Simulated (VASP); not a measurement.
VASP input:

**KPOINTS**
```
Automatic mesh
0
Gamma
10 10 8
0 0 0
```

### INCAR
```
SYSTEM = CoPt
PREC = Accurate
ENCUT = 400
EDIFF = 1E-6
NELM = 100
ALGO = Normal
LREAL = .FALSE.
LASPH = .TRUE.
ISMEAR = 1
SIGMA = 0.1
GGA = PE
LMAXMIX = 6
ISPIN = 2
MAGMOM = 2.0 0.0
LORBIT = 10
LWAVE = .FALSE.
LCHARG = .FALSE.
ISIF = 2
NBANDS = 8
```

File POSCAR:
```
CoPt
1
    2.6900000000     0.0000000000     0.0000000000
    0.0000000000     2.6900000000     0.0000000000
    0.0000000000     0.0000000000     3.7000000000
Co Pt
1 1
Direct
  0.0000000000   0.0000000000   0.0000000000
  0.5000000000   0.5000000000   0.5000000000
```

POTCAR, in this order: Co Pt (PBE.64 set). Program: vasp_std.

The resulting files:

standard output:
```
 POSCAR found type information on POSCAR CoPt
 POSCAR found :  2 types and       2 ions
 Reading from existing POTCAR
 Reading from existing POTCAR
 LDA part: xc-table for (Slater+PW92), standard interpolation

 -----------------------------------------------------------------------------
|                                                                             |
|     EEEEEEE  RRRRRR   RRRRRR   OOOOOOO  RRRRRR      ###     ###     ###     |
|     E        R     R  R     R  O     O  R     R     ###     ###     ###     |
|     E        R     R  R     R  O     O  R     R     ###     ###     ###     |
|     EEEEE    RRRRRR   RRRRRR   O     O  RRRRRR       #       #       #      |
|     E        R   R    R   R    O     O  R   R                               |
|     E        R    R   R    R   O     O  R    R      ###     ###     ###     |
|     EEEEEEE  R     R  R     R  OOOOOOO  R     R     ###     ###     ###     |
|                                                                             |
|     The number of bands is not sufficient to hold all electrons. I am       |
|     sorry, but this calculation does not make sense. If you want to         |
|     calculate only selected states, you need to set either EFERMI or        |
|     EREF. EREF specifies around which energy states are supposed to be      |
|     calculated.                                                             |
|     I found NBANDS = 8, NELECT = 19.                                        |
|                                                                             |
|       ---->  I REFUSE TO CONTINUE WITH THIS SICK JOB ... BYE!!! <----       |
|                                                                             |
 -----------------------------------------------------------------------------
```

Q: From input and log, find the fault in this run and mend it.

A: The cause: NBANDS is too small to hold all electrons. VASP stops with an error: The number of bands is not sufficient to hold all electrons. I am sorry, but this calculation does not make sense. If you want to calculate only selected states, you need to set either EFERMI or EREF. EREF specifies around which energy states are supposed to be calculated. I found NBANDS = 8, NELECT = 19. ----> I REFUSE TO CONTINUE WITH THIS SICK JOB ... BYE!!! <---- To mend it, remove NBANDS.

The mended run (PBE GGA, plane waves, VASP's PBE PAW potentials (set 64)) converges, and its OSZICAR ends with
```
   1 F= -.13308403E+02 E0= -.13308657E+02  d E =0.764039E-03  mag=     2.2705
```

The compound is CoPt in the L1_0 structure. The cell was not relaxed at this level.
